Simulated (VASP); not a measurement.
# Fe (Im-3m) in VASP: single point with PBE

Aim: the single point of Fe with PBE.

Program: VASP 6.6.1. These are calculated values, not measurements. Logs are shortened: lines on timing, memory, paths and dates and some standing lists are left out, and cuts for length are marked.

## (1) The crystal as given

Symmetry: Im-3m, No. 229, cubic system. The conventional cell has a = 2.829 Å, b = 2.829 Å, c = 2.829 Å, α = 90.00°, β = 90.00°, γ = 90.00°. Fe (site symmetry m-3m) is surrounded by 8 Fe at 2.45 Å.

## (2) Single point, PBE, collinear spin, ferromagnetic start

Contents of INCAR:

```
PREC     = Accurate       # precision mode
ENCUT    = 520            # plane-wave cutoff, eV
EDIFF    = 1E-6           # SCF threshold, eV
ISMEAR   = 1              # smearing method
SIGMA    = 0.1            # smearing width, eV
LREAL    = F              # projectors in reciprocal space
LASPH    = T              # aspherical terms in the spheres
NELM     = 150            # most SCF steps
ALGO     = Normal         # electronic algorithm
ISIF     = 2              # what is computed and relaxed
LWAVE    = F              # write WAVECAR
LCHARG   = F              # write CHGCAR
ISPIN    = 2              # spin polarisation
MAGMOM   = 2.4            # initial moments
LORBIT   = 11             # projections on sites
LMAXMIX  = 4              # l up to which the mixer works
GGA      = PE             # functional
NBANDS   = 14             # bands
AMIX     = 0.2          
BMIX     = 1E-4         
AMIX_MAG = 0.8          
BMIX_MAG = 1E-4         
ICORELEVEL= 1
```

Contents of KPOINTS:

```
regular mesh
0
Gamma
  16 16 27
```

Contents of POSCAR:

```
Fe
1.0
    2.4502145000      0.0000000000      0.0000000000
   -0.8167381700      2.3100843800      0.0000000000
    0.8167381700      1.1550421900      2.0005917600
Fe
1
Direct
    0.0000000000      0.0000000000      0.0000000000
```

Potentials or basis: VASP PAW PBE potentials, release 64 (Fe).

Command:

```console
$ cat potpaw_PBE.64/Fe/POTCAR > POTCAR
$ mpirun -np 1 vasp_std > vasp.out
```

OUTCAR:

```text
PREC = Accurate
   ENCUT = 520
   EDIFF = 1E-6
   ISMEAR = 1
   LREAL = F
   LASPH = T
   NELM = 150
   ISIF = 2
   ISPIN = 2
   LORBIT = 11
   GGA = PE
   AMIX = 0.2
   AMIX_MAG = 0.8

 ion  position               nearest neighbor table
   1  0.000  0.000  0.000-

  LATTYP: Found a body centered cubic cell.
 ALAT       =     2.8292639968

  Lattice vectors:

 A1 = (   0.8167381600,   1.1550421900,  -2.0005917600)
 A2 = (  -2.4502145000,   0.0000000000,   0.0000000000)
 A3 = (   0.8167381700,   1.1550421900,   2.0005917600)

Analysis of symmetry for initial positions (statically):
=====================================================================
 Subroutine PRICEL returns:
 Original cell was already a primitive cell.

 Routine SETGRP: Setting up the symmetry group for a
 body centered cubic supercell.

 Subroutine GETGRP returns: Found 48 space group operations
 (whereof 48 operations were pure point group operations)
 out of a pool of 48 trial point group operations.

The static configuration has the point symmetry O_h .

Analysis of symmetry for dynamics (positions and initial velocities):
=====================================================================
 Subroutine PRICEL returns:
 Original cell was already a primitive cell.

 Routine SETGRP: Setting up the symmetry group for a
 body centered cubic supercell.

 Subroutine GETGRP returns: Found 48 space group operations
 (whereof 48 operations were pure point group operations)
 out of a pool of 48 trial point group operations.

The dynamic configuration has the point symmetry O_h .

Analysis of structural, dynamic, and magnetic symmetry:
=====================================================================
 Subroutine PRICEL returns:
 Original cell was already a primitive cell.

 Routine SETGRP: Setting up the symmetry group for a
 body centered cubic supercell.

 Subroutine GETGRP returns: Found 48 space group operations
 (whereof 48 operations were pure point group operations)
 out of a pool of 48 trial point group operations.

The overall configuration has the point symmetry O_h .

 Subroutine INISYM returns: Found 48 space group operations
 (whereof 48 operations are pure point group operations),
 and found     1 'primitive' translations

----------------------------------------------------------------------------------------

                                     Primitive cell

  volume of cell :      11.3238

  direct lattice vectors                    reciprocal lattice vectors
     2.450214500  0.000000000  0.000000000     0.408127533  0.144294874 -0.249926053
    -0.816738170  2.310084380  0.000000000     0.000000000  0.432884620 -0.249926052
     0.816738170  1.155042190  2.000591760     0.000000000  0.000000000  0.499852104

  length of vectors
[... 150 lines left out ...]

 the core state eigenenergies are
   1-  1s  -6985.9892  2s   -807.1291  2p   -685.8729  3s    -80.8883  3p    -46.9566

 E-fermi :   5.8605     XC(G=0): -13.1348

 val. band max:        5.8602105288   @ k =  -0.4375   0.1250   0.4444
 cond. band min:       5.8630519864   @ k =  -0.2500  -0.4375   0.4444
 fundamental gap:      0.0028414576
 Fermi energy:         5.8604782639

 spin component 1

 k-point     1 :       0.0000    0.0000    0.0000
  band No.  band energies     occupation
      1      -2.5966      1.00000
      2       3.5475      1.00000
      3       3.5475      1.00000
      4       3.5475      1.00000
      5       4.7659      1.00000
      6       4.7659      1.00000
      7      30.9086      0.00000
      8      30.9086      0.00000
      9      30.9086      0.00000
     10      36.0143      0.00000
     11      36.0143      0.00000
     12      38.3357      0.00000
     13      38.3358      0.00000
     14      38.3358      0.00000
[... 379 lines left out ...]
      3       3.1518      1.00000
      4       4.6329      1.00000
      5       5.1008      1.00000
      6       6.8946     -0.00000
      7      18.0802      0.00000
      8      20.1769      0.00000
      9      26.2223      0.00000
     10      31.8553      0.00000
     11      35.7422      0.00000
     12      39.8300      0.00000
     13      43.6791      0.00000
     14      46.0523      0.00000

 [... further k-points ...]

 Fermi energy:         5.8604782639

 spin component 2

 k-point     1 :       0.0000    0.0000    0.0000
  band No.  band energies     occupation
      1      -2.4246      1.00000
      2       5.4619      1.00000
      3       5.4619      1.00000
      4       5.4620      1.00000
      5       7.5226     -0.00000
      6       7.5226     -0.00000
      7      30.6623      0.00000
      8      30.6623      0.00000
      9      30.6623      0.00000
     10      36.2161      0.00000
     11      36.2161      0.00000
     12      38.9975      0.00000
     13      38.9975      0.00000
     14      38.9975      0.00000
[... 379 lines left out ...]
      3       4.6654      1.00000
      4       7.1227     -0.00000
      5       7.7702     -0.00000
      6       8.7728      0.00000
      7      18.8953      0.00000
      8      20.8185      0.00000
      9      26.7402      0.00000
     10      32.0191      0.00000
     11      36.0741      0.00000
     12      40.2508      0.00000
     13      44.0316      0.00000
     14      46.6744      0.00000

 [... further k-points ...]

------------------------ aborting loop because EDIFF is reached ----------------------------------------

  FORCE on cell =-STRESS in cart. coord.  units (eV):
  Direction    XX          YY          ZZ          XY          YZ          ZX
  --------------------------------------------------------------------------------------
  -------------------------------------------------------------------------------------
  Total        0.0440499      0.0440499      0.0440499     -0.0000000     -0.0000000      0.0000000
  in kB        6.2325453      6.2325452      6.2325453     -0.0000000     -0.0000000      0.0000000
  external PRESSURE =       6.2325453 kB  Pullay stress =       0.0000000 kB

 VOLUME and BASIS-vectors are now :
 -----------------------------------------------------------------------------
  energy-cutoff  :      520.00
  volume of cell :       11.32
      direct lattice vectors                 reciprocal lattice vectors
     2.450214500  0.000000000  0.000000000     0.408127533  0.144294874 -0.249926053
    -0.816738170  2.310084380  0.000000000     0.000000000  0.432884620 -0.249926052
     0.816738170  1.155042190  2.000591760     0.000000000  0.000000000  0.499852104

 POSITION                                       TOTAL-FORCE (eV/Angst)
 -----------------------------------------------------------------------------------
      0.00000      0.00000      0.00000        -0.000000     -0.000000      0.000000
 -----------------------------------------------------------------------------------
    total drift:                               -0.000000      0.000000      0.000000

  FREE ENERGIE OF THE ION-ELECTRON SYSTEM (eV)
  ---------------------------------------------------
  free  energy   TOTEN  =        -8.2410211634 eV

  energy  without entropy=       -8.2409728762  energy(sigma->0) =       -8.24100507

 total charge

# of ion       s       p       d       tot
------------------------------------------
    1        0.489   0.544   6.243   7.275

 magnetization (x)

# of ion       s       p       d       tot
------------------------------------------
    1       -0.013  -0.054   2.260   2.193
```

OSZICAR:

```text
N       E                     dE             d eps       ncg     rms          rms(c)
DAV:   1     0.215472759753E+02    0.21547E+02   -0.38243E+03110260   0.696E+02
DAV:   2    -0.833885762134E+01   -0.29886E+02   -0.27487E+02110246   0.128E+02
DAV:   3    -0.925551792283E+01   -0.91666E+00   -0.90729E+00121786   0.232E+01
DAV:   4    -0.925848720111E+01   -0.29693E-02   -0.29690E-02117122   0.120E+00
DAV:   5    -0.925850122114E+01   -0.14020E-04   -0.14021E-04122968   0.842E-02    0.114E+01
DAV:   6    -0.835561387488E+01    0.90289E+00   -0.28716E+00130370   0.199E+01    0.561E+00
DAV:   7    -0.825601193374E+01    0.99602E-01   -0.12130E+00131344   0.112E+01    0.347E+00
DAV:   8    -0.825268609170E+01    0.33258E-02   -0.12296E-02124500   0.116E+00    0.290E+00
DAV:   9    -0.824900364936E+01    0.36824E-02   -0.10967E-02137378   0.723E-01    0.197E+00
DAV:  10    -0.824135213902E+01    0.76515E-02   -0.17368E-02126554   0.149E+00    0.651E-01
DAV:  11    -0.824099168677E+01    0.36045E-03   -0.27310E-03121358   0.491E-01    0.739E-02
DAV:  12    -0.824101485673E+01   -0.23170E-04   -0.31215E-05110962   0.420E-02    0.338E-02
DAV:  13    -0.824102103854E+01   -0.61818E-05   -0.11988E-05127076   0.259E-02    0.900E-03
DAV:  14    -0.824102116338E+01   -0.12484E-06   -0.92093E-07 66676   0.872E-03
   1 F= -.82410212E+01 E0= -.82410051E+01  d E =-.482872E-04  mag=     2.1970
```

stdout:

```text
POSCAR found type information on POSCAR Fe
 POSCAR found :  1 types and       1 ions
 scaLAPACK will be used
 LDA part: xc-table for (Slater+PW92), standard interpolation
 -----------------------------------------------------------------------------
|                                                                             |
|           W    W    AA    RRRRR   N    N  II  N    N   GGGG   !!!           |
|           W    W   A  A   R    R  NN   N  II  NN   N  G    G  !!!           |
|           W    W  A    A  R    R  N N  N  II  N N  N  G       !!!           |
|           W WW W  AAAAAA  RRRRR   N  N N  II  N  N N  G  GGG   !            |
|           WW  WW  A    A  R   R   N   NN  II  N   NN  G    G                |
|           W    W  A    A  R    R  N    N  II  N    N   GGGG   !!!           |
|                                                                             |
|     Your reciprocal lattice and k-lattice belong to different lattice       |
|     classes:                                                                |
|                                                                             |
|        The reciprocal lattice is face-centered cubic,                       |
|        whereas your k-lattice is base-centered monoclinic.                  |
|                                                                             |
|     Results are often still useful ...                                      |
|                                                                             |
 -----------------------------------------------------------------------------

 POSCAR, INCAR and KPOINTS ok, starting setup
 FFT: planning ... GRIDC
 FFT: planning ... GRID_SOFT
 FFT: planning ... GRID
 WAVECAR not read
 entering main loop
```

It took 5.8 min on 1 thread of Intel Xeon Platinum 8488C (Sapphire Rapids), shared host; peak memory 0.5 GiB.

What came out:

* Free energy: -8.2410 eV
* Pressure: 0.6 GPa
* Band gap on the k mesh: none (metal or under the smearing width)
* Net moment: 2.20 μB per cell
* Site moments: Fe +2.19 μB
* Valence electrons inside the program's atomic spheres: Fe 7.28

Core levels (eV, on the scale of the bands):
| atom | levels |
| --- | --- |
| 1 Fe | 1s -6986.0, 2s -807.1, 2p -685.9, 3s -80.9, 3p -47.0 |
